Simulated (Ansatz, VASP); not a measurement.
# MgO: VASP beside Ansatz

INCAR

```
SYSTEM = MgO
PREC     = Accurate       ! precision mode
ENCUT    = 520            ! plane-wave cutoff, eV
EDIFF    = 1E-7           ! SCF threshold, eV
ISMEAR   = -1             ! smearing method
SIGMA    = 0.05           ! smearing width, eV
LREAL    = .FALSE.        ! projectors in reciprocal space
LASPH    = .TRUE.         ! aspherical terms in the spheres
NELM     = 60             ! most SCF steps
ALGO     = Normal         ! electronic algorithm
ISIF     = 2              ! what is computed and relaxed
LWAVE    = .FALSE.        ! write WAVECAR
LCHARG   = .FALSE.        ! write CHGCAR
GGA      = PE             ! functional
NBANDS   = 11             ! bands
```

Contents of KPOINTS:

```
regular mesh
0
G
  10 10 10
  0 0 0
```

POSCAR

```
MgO
1.0
    2.9183020482      0.0000000000      0.0000000000
   -1.4591510241      2.5273237096      0.0000000000
    0.0000000000      0.0000000000      2.6616950286
Mg O
1 1
Direct
    0.0000000000      0.0000000000      0.0000000000
    0.3333333333      0.6666666667      0.5000000000
```

File input.yaml:

```yaml
crystal:
  lattice:
    - [2.9183020482, 0.0, 0.0]
    - [-1.4591510241, 2.5273237096, 0.0]
    - [0.0, 0.0, 2.6616950286]
  atoms:
    - { symbol: Mg, position: [0.0, 0.0, 0.0] }
    - { symbol: O, position: [0.3333333333, 0.6666666667, 0.5] }
hamiltonian:
  xc: pbe
  pseudopotentials: { kind: paw }
kpoints:
  mp_grid: { grid: [10, 10, 10] }
scf:
  occupations: { method: fermi_dirac, width: 0.05 }
output:
  forces: true
  stress: true
  eigenvalues: true
```

Change from the starting cell: volume scaled by 0.98.

Alike in both runs: task single point; functional PBE; k mesh 10 × 10 × 10; occupations fermi-dirac, width 0.05 eV; no spin polarisation.

```csv
,VASP,Ansatz
version,VASP 6.6.1,Ansatz 0.2.0
potentials or method,"VASP PAW PBE potentials, release 64 (Mg, O)",Ansatz PAW
plane-wave cutoff (eV),520,420
valence electrons in the cell,8,16
```

Ansatz gave:

| Quantity | Value |
| --- | --- |
| gap on the k mesh at the Fermi level (eV) | 3.18 |
| least direct gap on the mesh (eV) | 3.57 |
| pressure (GPa) | 2.9 |
| largest component of the traceless stress (GPa) | 0.52 |

Problem. What did VASP give for the same quantities?

Solution. gap on the k mesh at the Fermi level (eV): 3.16; least direct gap on the mesh (eV): 3.56; pressure (GPa): 2.2; largest component of the traceless stress (GPa): 0.43.

The two sets of potentials don't hold the same shells in valence.

Caveats: the pressure holds a Pulay correction of +0.6 GPa for the finite cutoff (Ansatz). A k mesh can miss the band edges.
